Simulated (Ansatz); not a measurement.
# Fe: the cost of one run

Program: Ansatz 0.2.0. Level of theory: DFT PBE with spin–orbit coupling, plane waves, PAW (the target; the first runs use scalar-relativistic PBE). These are calculated values, not measurements.

This is Fe in the hcp structure; at room conditions it is bcc.

## 1. Starting point

Symmetry: P6_3/mmc, No. 194, hexagonal system. Conventional cell: a = 2.557 Å, b = 2.557 Å, c = 4.176 Å, α = 90.00°, β = 90.00°, γ = 120.00°. Around Fe (site symmetry -6m2) lie 12 Fe at 2.56 Å.

Structure file:

```cif
data_structure
_symmetry_space_group_name_H-M 'P 1'
_symmetry_Int_Tables_number 1
_cell_length_a 2.5567
_cell_length_b 2.5567
_cell_length_c 4.1760
_cell_angle_alpha 90.000
_cell_angle_beta 90.000
_cell_angle_gamma 120.000
_cell_volume 23.64
loop_
_atom_site_label
_atom_site_type_symbol
_atom_site_fract_x
_atom_site_fract_y
_atom_site_fract_z
_atom_site_occupancy
Fe1 Fe 0.33333 0.66667 0.75000 1
Fe2 Fe 0.66667 0.33333 0.25000 1
```

The moments start at Fe 2.50 μB.

## 2. Full relaxation (PBE, 8×8×6 mesh)

Input file input.yaml:

```yaml
crystal:
  lattice:
    - [2.5567053001, 0.0, 0.0]
    - [-1.27835265, 2.2141717398, 0.0]
    - [0.0, 0.0, 4.1759519901]
  atoms:
    - { symbol: Fe, position: [0.3333333333, 0.6666666667, 0.75], spin: 2.5 }
    - { symbol: Fe, position: [0.6666666667, 0.3333333333, 0.25], spin: 2.5 }
basis:
  ecutwfc: 420
  ecutrho_ratio: 4
kpoints:
  mp_grid: { grid: [8, 8, 6] }
hamiltonian:
  xc: pbe
scf:
  occupations: { method: gaussian, width: 0.05 }
output:
  forces: true
  stress: true
  eigenvalues: true
  populations: true
magnetization:
  spin_polarized: true
relax:
  f_tol: 0.03
  max_steps: 60
  cell: { stress_tol: 0.3 }
```

**Question.** How long does this run take on 4 threads of an Arm CPU, shared host, and how much memory does it need?

About 8.1 s, with a peak of 0.33 GiB.
